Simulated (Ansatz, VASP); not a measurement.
Two plane-wave programs on SiC

The input INCAR:

```
SYSTEM = SiC
PREC = Accurate
ENCUT = 520
EDIFF = 1E-6
ISMEAR = 0
SIGMA = 0.05
LREAL = .FALSE.
LASPH = .TRUE.
NELM = 80
ALGO = Normal
ISIF = 2
LWAVE = .FALSE.
LCHARG = .FALSE.
GGA = PE
NBANDS = 11
```

KPOINTS

```
regular mesh
0
G
  12 12 12
  0 0 0
```

File POSCAR:

```
SiC
1.0
    0.0000000000      2.2141401713      2.2141401713
    2.2141401713      0.0000000000      2.2141401713
    2.3373939742      2.3373939742     -0.1232538029
Si C
1 1
Direct
    0.0000000000      0.0000000000      0.0000000000
    0.7500000000      0.7500000000      0.7500000000
```

Input for Ansatz:

```yaml
crystal:
  lattice:
    - [0.0, 2.2141401713, 2.2141401713]
    - [2.2141401713, 0.0, 2.2141401713]
    - [2.3373939742, 2.3373939742, -0.1232538029]
  atoms:
    - { symbol: Si, position: [0.0, 0.0, 0.0] }
    - { symbol: C, position: [0.75, 0.75, 0.75] }
basis:
  ecutwfc: 520.0
kpoints:
  mp_grid: { grid: [12, 12, 12] }
hamiltonian:
  xc: pbe
  pseudopotentials: { kind: paw, azcp: { folder: soft_1 } }
scf:
  occupations: { method: gaussian, width: 0.05 }
output:
  forces: true
  stress: true
  eigenvalues: true
```

Alike in both runs: task single point; functional PBE; k mesh 12 × 12 × 12; occupations gaussian, width 0.05 eV; no spin polarisation.

|  | VASP | Ansatz |
| --- | --- | --- |
| version | VASP 6.6.1 | Ansatz 0.2.0 |
| potentials or method | VASP PAW PBE potentials, release 64 (Si, C) | scalar-relativistic, plane waves, PAW |
| plane-wave cutoff (eV) | 520 | 520 |
| valence electrons in the cell | 8 | 8 |

|  | VASP | Ansatz | Ansatz less VASP |
| --- | --- | --- | --- |
| gap on the k mesh at the Fermi level (eV) | 1.23 | 1.24 | +0.004 |
| least direct gap on the mesh (eV) | 3.60 | 3.59 | -0.006 |
| pressure (GPa) | -17.8 | -17.8 | -0.02 |
| largest component of the traceless stress (GPa) | 9.75 | 9.70 | -0.052 |
| rms of the force components (eV/Å) | 0.008 | 0.010 | +0.0014 |

Atom by atom the forces differ by 0.001 eV/Å (rms over components). With one functional, cell and mesh, what is left measures potentials, basis and numerics.

Caveats: so large a pressure means that the cell lies far from this level's equilibrium, or that cutoff or potentials fall short (VASP). A k mesh can miss the band edges.
